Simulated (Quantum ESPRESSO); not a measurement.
# NiO2 (P-3m1) in Quantum ESPRESSO: notebook

One crystal, NiO2, is run at these levels: PBEsol, LDA; tasks: band structure.

All numbers are computed with Quantum ESPRESSO 7.5; they aren't measurements. Logs are shortened: lines on timing, memory, paths and dates and some standing lists are left out, and cuts for length are marked.

### 1 Starting point

The structure is trigonal, space group P-3m1 (No. 164). The conventional cell has a = 2.799 Å, b = 2.799 Å, c = 4.618 Å, α = 90.00°, β = 90.00°, γ = 120.00°. Ni (site symmetry -3m) has 6 O at 1.88 Å as nearest neighbours. Around O (site symmetry 3m) lie 3 Ni at 1.88 Å.

The cell comes from a database or a generator and needn't be the stable form of this composition.

### 2 Band structure, PBEsol, collinear spin, ferromagnetic start

pw.in

```
&CONTROL
  calculation = 'scf'
  prefix = 'pwscf'
  outdir = './tmp'
  pseudo_dir = './pseudo'
  tprnfor = .true.
  tstress = .true.
  disk_io = 'low'
/
&SYSTEM
  ibrav = 0
  celldm(1) = 8
  nat = 3
  ntyp = 2
  ecutwfc = 45
  ecutrho = 360
  nbnd = 25
  occupations = 'smearing'
  smearing = 'fd'
  degauss = 0.00367493
  nspin = 2
  starting_magnetization(1) = 0.0556
  starting_magnetization(2) = 0
/
&ELECTRONS
  conv_thr = 6d-10
  electron_maxstep = 120
  mixing_beta = 0.3
/
ATOMIC_SPECIES
Ni    58.6934 ni_pbesol_v1.4.uspp.F.UPF
O     15.9990 o_pbesol_v1.2.uspp.F.UPF
CELL_PARAMETERS alat
  0.6611164009274   0.0000000000000   0.0000000000000
 -0.3305582004637   0.5725435980756   0.0000000000000
  0.0000000000000   0.0000000000000   1.0909088923442
ATOMIC_POSITIONS crystal
Ni     0.0000000000    0.0000000000    0.5000000000
O      0.3333333333    0.6666666667    0.2939610000
O      0.6666666667    0.3333333333    0.7060390000
K_POINTS automatic
11 11 6 0 0 0
```

bands.in

```
&CONTROL
  calculation = 'bands'
  prefix = 'pwscf'
  outdir = './tmp'
  pseudo_dir = './pseudo'
  disk_io = 'low'
  verbosity = 'high'
/
&SYSTEM
  ibrav = 0
  celldm(1) = 8
  nat = 3
  ntyp = 2
  ecutwfc = 45
  ecutrho = 360
  nbnd = 25
  occupations = 'smearing'
  smearing = 'fd'
  degauss = 0.00367493
  nspin = 2
  starting_magnetization(1) = 0.0556
  starting_magnetization(2) = 0
/
&ELECTRONS
  conv_thr = 1d-08
  electron_maxstep = 120
  mixing_beta = 0.3
  diago_full_acc = .true.
  startingwfc = 'random'
/
ATOMIC_SPECIES
Ni    58.6934 ni_pbesol_v1.4.uspp.F.UPF
O     15.9990 o_pbesol_v1.2.uspp.F.UPF
CELL_PARAMETERS alat
  0.6611164009274   0.0000000000000   0.0000000000000
 -0.3305582004637   0.5725435980756   0.0000000000000
  0.0000000000000   0.0000000000000   1.0909088923442
ATOMIC_POSITIONS crystal
Ni     0.0000000000    0.0000000000    0.5000000000
O      0.3333333333    0.6666666667    0.2939610000
O      0.6666666667    0.3333333333    0.7060390000
K_POINTS crystal
60
 0.0000000000  0.0000000000  0.0000000000 1
 0.0625000000  0.0000000000  0.0000000000 1
 0.1250000000  0.0000000000  0.0000000000 1
 0.1875000000  0.0000000000  0.0000000000 1
 0.2500000000  0.0000000000  0.0000000000 1
 0.3125000000  0.0000000000  0.0000000000 1
 0.3750000000  0.0000000000  0.0000000000 1
 0.4375000000  0.0000000000  0.0000000000 1
 0.5000000000  0.0000000000  0.0000000000 1
 0.4583333333  0.0833333333  0.0000000000 1
 0.4166666667  0.1666666667  0.0000000000 1
 0.3750000000  0.2500000000  0.0000000000 1
 0.3333333333  0.3333333333  0.0000000000 1
 0.2962962963  0.2962962963  0.0000000000 1
 0.2592592593  0.2592592593  0.0000000000 1
 0.2222222222  0.2222222222  0.0000000000 1
 0.1851851852  0.1851851852  0.0000000000 1
 0.1481481481  0.1481481481  0.0000000000 1
 0.1111111111  0.1111111111  0.0000000000 1
 0.0740740741  0.0740740741  0.0000000000 1
 0.0370370370  0.0370370370  0.0000000000 1
 0.0000000000  0.0000000000  0.0000000000 1
 0.0000000000  0.0000000000  0.1250000000 1
 0.0000000000  0.0000000000  0.2500000000 1
 0.0000000000  0.0000000000  0.3750000000 1
 0.0000000000  0.0000000000  0.5000000000 1
 0.0625000000  0.0000000000  0.5000000000 1
 0.1250000000  0.0000000000  0.5000000000 1
 0.1875000000  0.0000000000  0.5000000000 1
 0.2500000000  0.0000000000  0.5000000000 1
 0.3125000000  0.0000000000  0.5000000000 1
 0.3750000000  0.0000000000  0.5000000000 1
 0.4375000000  0.0000000000  0.5000000000 1
 0.5000000000  0.0000000000  0.5000000000 1
 0.4666666667  0.0666666667  0.5000000000 1
 0.4333333333  0.1333333333  0.5000000000 1
 0.4000000000  0.2000000000  0.5000000000 1
 0.3666666667  0.2666666667  0.5000000000 1
 0.3333333333  0.3333333333  0.5000000000 1
 0.3030303030  0.3030303030  0.5000000000 1
 0.2727272727  0.2727272727  0.5000000000 1
 0.2424242424  0.2424242424  0.5000000000 1
 0.2121212121  0.2121212121  0.5000000000 1
 0.1818181818  0.1818181818  0.5000000000 1
 0.1515151515  0.1515151515  0.5000000000 1
 0.1212121212  0.1212121212  0.5000000000 1
 0.0909090909  0.0909090909  0.5000000000 1
 0.0606060606  0.0606060606  0.5000000000 1
 0.0303030303  0.0303030303  0.5000000000 1
 0.0000000000  0.0000000000  0.5000000000 1
 0.5000000000  0.0000000000  0.5000000000 1
 0.5000000000  0.0000000000  0.3750000000 1
 0.5000000000  0.0000000000  0.2500000000 1
 0.5000000000  0.0000000000  0.1250000000 1
 0.5000000000  0.0000000000  0.0000000000 1
 0.3333333333  0.3333333333  0.0000000000 1
 0.3333333333  0.3333333333  0.1250000000 1
 0.3333333333  0.3333333333  0.2500000000 1
 0.3333333333  0.3333333333  0.3750000000 1
 0.3333333333  0.3333333333  0.5000000000 1
```

Potentials or basis: GBRV 1.5 PBEsol.

The run is started by

```bash
$ OMP_NUM_THREADS=1 mpirun -n 2 pw.x -nk 2 -in pw.in > pw.out
$ OMP_NUM_THREADS=1 mpirun -n 2 pw.x -nk 2 -in bands.in > bands.out
```

pw.out:

```text
This program is part of the open-source Quantum ESPRESSO suite
     for quantum simulation of materials; please cite
[... 13 lines left out ...]
     --------------------
     sticks:   dense  smooth     PW     G-vecs:    dense   smooth      PW
     Sum         685     349    109                24377     8677    1521

     Using Slab Decomposition

     bravais-lattice index     =            0
     lattice parameter (alat)  =       8.0000  a.u.
     unit-cell volume          =     211.4194 (a.u.)^3
     number of atoms/cell      =            3
     number of atomic types    =            2
     number of electrons       =        30.00
     number of Kohn-Sham states=           25
     kinetic-energy cutoff     =      45.0000  Ry
     charge density cutoff     =     360.0000  Ry
     scf convergence threshold =      6.0E-10
     mixing beta               =       0.3000
     number of iterations used =            8  plain     mixing
     Exchange-correlation= SLA  PW   PSX  PSC
                           (   1   4  10   8   0   0   0)

     celldm(1)=   8.000000  celldm(2)=   0.000000  celldm(3)=   0.000000
     celldm(4)=   0.000000  celldm(5)=   0.000000  celldm(6)=   0.000000

     crystal axes: (cart. coord. in units of alat)
               a(1) = (   0.661116   0.000000   0.000000 )
               a(2) = (  -0.330558   0.572544   0.000000 )
               a(3) = (   0.000000   0.000000   1.090909 )

     reciprocal axes: (cart. coord. in units 2 pi/alat)
               b(1) = (  1.512593  0.873296 -0.000000 )
               b(2) = (  0.000000  1.746592  0.000000 )
               b(3) = (  0.000000 -0.000000  0.916667 )

     PseudoPot. # 1 for Ni read from file:
     ni_pbesol_v1.4.uspp.F.UPF
     Pseudo is Ultrasoft + core correction, Zval = 18.0
     Generated by new atomic code, or converted to UPF format
     Using radial grid of  865 points,  6 beta functions with:
                l(1) =   0
                l(2) =   0
                l(3) =   1
                l(4) =   1
                l(5) =   2
                l(6) =   2
     Q(r) pseudized with 10 coefficients,  rinner =    0.980   0.980   0.980
                                                       0.980   0.980

     PseudoPot. # 2 for O  read from file:
     o_pbesol_v1.2.uspp.F.UPF
     Pseudo is Ultrasoft + core correction, Zval =  6.0
     Generated by new atomic code, or converted to UPF format
     Using radial grid of  737 points,  5 beta functions with:
                l(1) =   0
                l(2) =   0
                l(3) =   1
                l(4) =   1
                l(5) =   2
     Q(r) pseudized with  8 coefficients,  rinner =    0.900   0.900   0.900
                                                       0.900   0.900

     atomic species   valence    mass     pseudopotential
     Ni               18.00    58.69340     Ni( 1.00)
     O                 6.00    15.99900     O ( 1.00)

     Starting magnetic structure
     atomic species   magnetization
     Ni              0.056
     O               0.000

     12 Sym. Ops., with inversion, found

   Cartesian axes

     site n.     atom                  positions (alat units)
         1        Ni     tau(   1) = (   0.0000000   0.0000000   0.5454544  )
         2        O      tau(   2) = (  -0.0000000   0.3816957   0.3206847  )
         3        O      tau(   3) = (   0.3305582   0.1908479   0.7702242  )

     number of k points=    84  Fermi-Dirac smearing, width (Ry)=  0.0037
                       cart. coord. in units 2pi/alat
        k(    1) = (   0.0000000   0.0000000   0.0000000), wk =   0.0013774
        k(    2) = (   0.0000000   0.0000000   0.1527778), wk =   0.0027548
        k(    3) = (   0.0000000   0.0000000   0.3055556), wk =   0.0027548
        k(    4) = (   0.0000000   0.0000000  -0.4583334), wk =   0.0013774
        k(    5) = (   0.0000000   0.1587811   0.0000000), wk =   0.0082645
        k(    6) = (   0.0000000   0.1587811   0.1527778), wk =   0.0082645
[... 76 lines left out ...]
[... 54 lines left out ...]
     absolute magnetization    =     0.16 Bohr mag/cell

     iteration #  5     ecut=    45.00 Ry     beta= 0.30
     Davidson diagonalization with overlap
     ethr =  3.79E-03,  avg # of iterations =  1.0

     total energy              =    -407.40649782 Ry
     estimated scf accuracy    <       0.04640057 Ry

     total magnetization       =     0.00 Bohr mag/cell
     absolute magnetization    =     0.19 Bohr mag/cell

     iteration #  6     ecut=    45.00 Ry     beta= 0.30
     Davidson diagonalization with overlap
     ethr =  1.55E-04,  avg # of iterations =  2.3

     total energy              =    -407.37792722 Ry
     estimated scf accuracy    <       0.21038028 Ry

     total magnetization       =     0.00 Bohr mag/cell
     absolute magnetization    =     0.12 Bohr mag/cell

     iteration #  7     ecut=    45.00 Ry     beta= 0.30
     Davidson diagonalization with overlap
     ethr =  1.55E-04,  avg # of iterations =  2.0

     total energy              =    -407.41142126 Ry
     estimated scf accuracy    <       0.05899686 Ry

     total magnetization       =     0.00 Bohr mag/cell
     absolute magnetization    =     0.09 Bohr mag/cell
[... 38 lines left out ...]
     total magnetization       =     0.00 Bohr mag/cell
     absolute magnetization    =     0.00 Bohr mag/cell

     iteration # 12     ecut=    45.00 Ry     beta= 0.30
     Davidson diagonalization with overlap
     ethr =  1.54E-07,  avg # of iterations =  1.0

     total energy              =    -407.41707220 Ry
     estimated scf accuracy    <       0.00000114 Ry

     total magnetization       =    -0.00 Bohr mag/cell
     absolute magnetization    =     0.00 Bohr mag/cell

     iteration # 13     ecut=    45.00 Ry     beta= 0.30
     Davidson diagonalization with overlap
     ethr =  3.81E-09,  avg # of iterations =  1.1

     total energy              =    -407.41707234 Ry
     estimated scf accuracy    <       0.00000012 Ry

     total magnetization       =    -0.00 Bohr mag/cell
     absolute magnetization    =     0.00 Bohr mag/cell

     iteration # 14     ecut=    45.00 Ry     beta= 0.30
     Davidson diagonalization with overlap
     ethr =  4.11E-10,  avg # of iterations =  1.9

     total energy              =    -407.41707239 Ry
     estimated scf accuracy    <          9.3E-09 Ry

     total magnetization       =    -0.00 Bohr mag/cell
     absolute magnetization    =     0.00 Bohr mag/cell

     iteration # 15     ecut=    45.00 Ry     beta= 0.30
     Davidson diagonalization with overlap
     ethr =  3.11E-11,  avg # of iterations =  2.0

     total energy              =    -407.41707240 Ry
     estimated scf accuracy    <          7.1E-10 Ry

     total magnetization       =    -0.00 Bohr mag/cell
     absolute magnetization    =     0.00 Bohr mag/cell

     iteration # 16     ecut=    45.00 Ry     beta= 0.30
     Davidson diagonalization with overlap
     ethr =  2.35E-12,  avg # of iterations =  2.0

     Magnetic moment per site  (integrated on atomic sphere of radius R)
     atom   1 (R=0.183)  charge= 15.0746  magn= -0.0000
     atom   2 (R=0.183)  charge=  5.0774  magn= -0.0000
     atom   3 (R=0.183)  charge=  5.0774  magn= -0.0000

     End of self-consistent calculation

     Number of k-points >= 100: set verbosity='high' to print the bands.

     the Fermi energy is     7.5599 ev

!    total energy              =    -407.41707242 Ry
     estimated scf accuracy    <          3.5E-10 Ry
     smearing contrib. (-TS)   =      -0.00000034 Ry
     internal energy E=F+TS    =    -407.41707208 Ry

     The total energy is F=E-TS. E is the sum of the following terms:
     one-electron contribution =    -353.82605476 Ry
     hartree contribution      =     189.26887836 Ry
     xc contribution           =     -49.23987572 Ry
     ewald contribution        =    -193.62001996 Ry

     total magnetization       =    -0.00 Bohr mag/cell
     absolute magnetization    =     0.00 Bohr mag/cell

     convergence has been achieved in  16 iterations

     Forces acting on atoms (cartesian axes, Ry/au):

     atom    1 type  1   force =     0.00000000   -0.00000000    0.00000000
     atom    2 type  2   force =     0.00000000    0.00000000    0.01611155
     atom    3 type  2   force =     0.00000000    0.00000000   -0.01611155

     Total force =     0.022785     Total SCF correction =     0.000002

     Computing stress (Cartesian axis) and pressure

          total   stress  (Ry/bohr**3)                   (kbar)     P=      -41.43
  -0.00029181  -0.00000000   0.00000000          -42.93       -0.00        0.00
  -0.00000000  -0.00029181   0.00000000           -0.00      -42.93        0.00
   0.00000000   0.00000000  -0.00026122            0.00        0.00      -38.43

=------------------------------------------------------------------------------=
   JOB DONE.
=------------------------------------------------------------------------------=
```

It took 84 s on 2 MPI ranks of Intel Xeon at 2.70GHz, shared host; peak memory 0.28 GiB.

Results:

| Item | Value |
| --- | --- |
| Free energy | -5543.1917 eV |
| Pressure | -4.1 GPa |
| Largest force | 0.414 eV/Å |
| Band gap on the k mesh | 0.92 eV, indirect (least direct gap 1.18 eV) |
| Band gap along the path | 1.08 eV, indirect (least direct gap 1.37 eV) |
| Net moment | 0.00 μB per cell |
| Absolute moment | 0.00 μB per cell |
| Valence electrons inside the program's atomic spheres | Ni 15.07; O 5.08 |

Forces on the atoms (eV/Å):
```
Ni   0.000  0.000  0.000
O    0.000  0.000  0.414
O    0.000  0.000 -0.414
```

Levels at the corners of the path, in eV from the valence-band top:
Spin up:
| point | band 11 | band 12 | band 13 | band 14 | band 15 | band 16 | band 17 | band 18 | band 19 | band 20 |
| --- | --- | --- | --- | --- | --- | --- | --- | --- | --- | --- |
| Γ | -2.13 | -1.08 | -1.08 | -0.76 | -0.43 | 2.21 | 2.21 | 7.59 | 10.93 | 14.80 |
| M | -2.79 | -2.20 | -1.73 | -1.66 | -1.02 | 1.58 | 2.16 | 12.34 | 13.21 | 13.96 |
| K | -3.48 | -2.75 | -1.82 | -0.73 | -0.73 | 1.32 | 1.32 | 13.87 | 14.74 | 14.74 |
| Γ | -2.13 | -1.08 | -1.08 | -0.76 | -0.43 | 2.21 | 2.21 | 7.59 | 10.93 | 14.80 |
| A | -2.14 | -2.06 | -1.12 | -1.12 | -0.12 | 2.25 | 2.25 | 9.67 | 9.83 | 14.01 |
| L | -2.70 | -1.73 | -1.69 | -1.58 | -1.10 | 1.59 | 2.07 | 11.62 | 12.75 | 14.76 |
| H | -3.39 | -3.02 | -1.81 | -0.84 | -0.84 | 1.62 | 1.62 | 13.53 | 14.64 | 15.58 |
| A | -2.14 | -2.06 | -1.12 | -1.12 | -0.12 | 2.25 | 2.25 | 9.67 | 9.83 | 14.01 |
| L | -2.70 | -1.73 | -1.69 | -1.58 | -1.10 | 1.59 | 2.07 | 11.62 | 12.75 | 14.76 |
| M | -2.79 | -2.20 | -1.73 | -1.66 | -1.02 | 1.58 | 2.16 | 12.34 | 13.21 | 13.96 |
| K | -3.48 | -2.75 | -1.82 | -0.73 | -0.73 | 1.32 | 1.32 | 13.87 | 14.74 | 14.74 |
| H | -3.39 | -3.02 | -1.81 | -0.84 | -0.84 | 1.62 | 1.62 | 13.53 | 14.64 | 15.58 |
Spin down:
```tsv
point	band 11	band 12	band 13	band 14	band 15	band 16	band 17	band 18	band 19	band 20
Γ	-2.13	-1.08	-1.08	-0.76	-0.43	2.21	2.21	7.59	10.93	14.80
M	-2.79	-2.20	-1.73	-1.66	-1.02	1.58	2.16	12.34	13.21	13.96
K	-3.48	-2.75	-1.82	-0.73	-0.73	1.32	1.32	13.87	14.74	14.74
Γ	-2.13	-1.08	-1.08	-0.76	-0.43	2.21	2.21	7.59	10.93	14.80
A	-2.14	-2.06	-1.12	-1.12	-0.12	2.25	2.25	9.67	9.83	14.01
L	-2.70	-1.73	-1.69	-1.58	-1.10	1.59	2.07	11.62	12.75	14.76
H	-3.39	-3.02	-1.81	-0.84	-0.84	1.62	1.62	13.53	14.64	15.58
A	-2.14	-2.06	-1.12	-1.12	-0.12	2.25	2.25	9.67	9.83	14.01
L	-2.70	-1.73	-1.69	-1.58	-1.10	1.59	2.07	11.62	12.75	14.76
M	-2.79	-2.20	-1.73	-1.66	-1.02	1.58	2.16	12.34	13.21	13.96
K	-3.48	-2.75	-1.82	-0.73	-0.73	1.32	1.32	13.87	14.74	14.74
H	-3.39	-3.02	-1.81	-0.84	-0.84	1.62	1.62	13.53	14.64	15.58
```

A hybrid or GW would open this gap; PBEsol tends to underestimate it.

### 3 Band structure, LDA, collinear spin, ferromagnetic start

Changes to pw.in since step 2:

```diff
@@ -30,4 +30,4 @@
 ATOMIC_SPECIES
-Ni    58.6934 ni_pbesol_v1.4.uspp.F.UPF
-O     15.9990 o_pbesol_v1.2.uspp.F.UPF
+Ni    58.6934 ni_lda_v1.4.uspp.F.UPF
+O     15.9990 o_lda_v1.2.uspp.F.UPF
 CELL_PARAMETERS alat
```

Changes to bands.in since step 2:

```diff
@@ -31,4 +31,4 @@
 ATOMIC_SPECIES
-Ni    58.6934 ni_pbesol_v1.4.uspp.F.UPF
-O     15.9990 o_pbesol_v1.2.uspp.F.UPF
+Ni    58.6934 ni_lda_v1.4.uspp.F.UPF
+O     15.9990 o_lda_v1.2.uspp.F.UPF
 CELL_PARAMETERS alat
```

Potentials or basis: GBRV 1.5 LDA.

The run is started by

```bash
$ OMP_NUM_THREADS=1 mpirun -n 2 pw.x -nk 2 -in pw.in > pw.out
$ OMP_NUM_THREADS=1 mpirun -n 2 pw.x -nk 2 -in bands.in > bands.out
```

It took 87 s on 2 MPI ranks of Intel Xeon at 2.70GHz, shared host; peak memory 0.28 GiB.

Results (log left out):

| Quantity | Value |
| --- | --- |
| Free energy | -5546.2015 eV |
| Pressure | -10.4 GPa |
| Largest force | 0.778 eV/Å |
| Band gap on the k mesh | 0.87 eV, indirect (least direct gap 1.14 eV) |
| Band gap along the path | 1.03 eV, indirect (least direct gap 1.33 eV) |
| Net moment | 0.00 μB per cell |
| Absolute moment | 0.00 μB per cell |
| Valence electrons inside the program's atomic spheres | Ni 15.08; O 5.06 |

Forces in eV/Å, atoms in the order of the input:
```
Ni   0.000  0.000  0.000
O    0.000  0.000  0.778
O    0.000  0.000 -0.778
```

Stress tensor (GPa, compression positive):
```
-10.90   0.00   0.00
  0.00 -10.90   0.00
  0.00   0.00  -9.50
```

Levels at the corners of the path, in eV from the valence-band top:
Spin up:
| point | band 13 | band 14 | band 15 | band 16 | band 17 | band 18 |
| --- | --- | --- | --- | --- | --- | --- |
| Γ | -1.10 | -0.78 | -0.44 | 2.17 | 2.17 | 7.48 |
| M | -1.75 | -1.68 | -1.03 | 1.54 | 2.12 | 12.22 |
| K | -1.84 | -0.74 | -0.74 | 1.27 | 1.27 | 13.62 |
| Γ | -1.10 | -0.78 | -0.44 | 2.17 | 2.17 | 7.48 |
| A | -1.14 | -1.14 | -0.11 | 2.21 | 2.21 | 9.62 |
| L | -1.71 | -1.59 | -1.12 | 1.55 | 2.03 | 11.44 |
| H | -1.82 | -0.85 | -0.85 | 1.57 | 1.57 | 13.25 |
| A | -1.14 | -1.14 | -0.11 | 2.21 | 2.21 | 9.62 |
| L | -1.71 | -1.59 | -1.12 | 1.55 | 2.03 | 11.44 |
| M | -1.75 | -1.68 | -1.03 | 1.54 | 2.12 | 12.22 |
| K | -1.84 | -0.74 | -0.74 | 1.27 | 1.27 | 13.62 |
| H | -1.82 | -0.85 | -0.85 | 1.57 | 1.57 | 13.25 |
Spin down:
| point | band 11 | band 12 | band 13 | band 14 | band 15 | band 16 | band 17 | band 18 | band 19 | band 20 |
| --- | --- | --- | --- | --- | --- | --- | --- | --- | --- | --- |
| Γ | -2.15 | -1.10 | -1.10 | -0.78 | -0.44 | 2.17 | 2.17 | 7.48 | 10.86 | 14.55 |
| M | -2.80 | -2.22 | -1.75 | -1.68 | -1.03 | 1.54 | 2.12 | 12.22 | 13.04 | 13.69 |
| K | -3.50 | -2.77 | -1.84 | -0.74 | -0.74 | 1.27 | 1.27 | 13.62 | 14.58 | 14.58 |
| Γ | -2.15 | -1.10 | -1.10 | -0.78 | -0.44 | 2.17 | 2.17 | 7.48 | 10.86 | 14.55 |
| A | -2.16 | -2.13 | -1.14 | -1.14 | -0.11 | 2.21 | 2.21 | 9.62 | 9.67 | 13.83 |
| L | -2.71 | -1.75 | -1.71 | -1.59 | -1.12 | 1.55 | 2.03 | 11.44 | 12.58 | 14.55 |
| H | -3.40 | -3.05 | -1.82 | -0.85 | -0.85 | 1.57 | 1.57 | 13.25 | 14.50 | 15.51 |
| A | -2.16 | -2.13 | -1.14 | -1.14 | -0.11 | 2.21 | 2.21 | 9.62 | 9.67 | 13.83 |
| L | -2.71 | -1.75 | -1.71 | -1.59 | -1.12 | 1.55 | 2.03 | 11.44 | 12.58 | 14.55 |
| M | -2.80 | -2.22 | -1.75 | -1.68 | -1.03 | 1.54 | 2.12 | 12.22 | 13.04 | 13.69 |
| K | -3.50 | -2.77 | -1.84 | -0.74 | -0.74 | 1.27 | 1.27 | 13.62 | 14.58 | 14.58 |
| H | -3.40 | -3.05 | -1.82 | -0.85 | -0.85 | 1.57 | 1.57 | 13.25 | 14.50 | 15.51 |

### 4 The reference run

An earlier run on the cell as given: functional PBEsol; potentials or basis GBRV 1.5 PBEsol; cutoff 612 eV; density cutoff 4898 eV; k mesh 11 × 11 × 6; occupations fermi-dirac, width 0.05 eV; collinear spin, ferromagnetic start; starting moments [1.0, 0.0, 0.0] μB.

* Pressure: -4.1 GPa
* Largest force: 0.414 eV/Å
* Band gap on the k mesh: 0.92 eV, indirect (least direct gap 1.18 eV)
* Net moment: 0.00 μB per cell
* Absolute moment: 0.00 μB per cell
* Valence electrons inside the program's atomic spheres: Ni 15.07; O 5.08

(Part 1 of 2 ends here.)
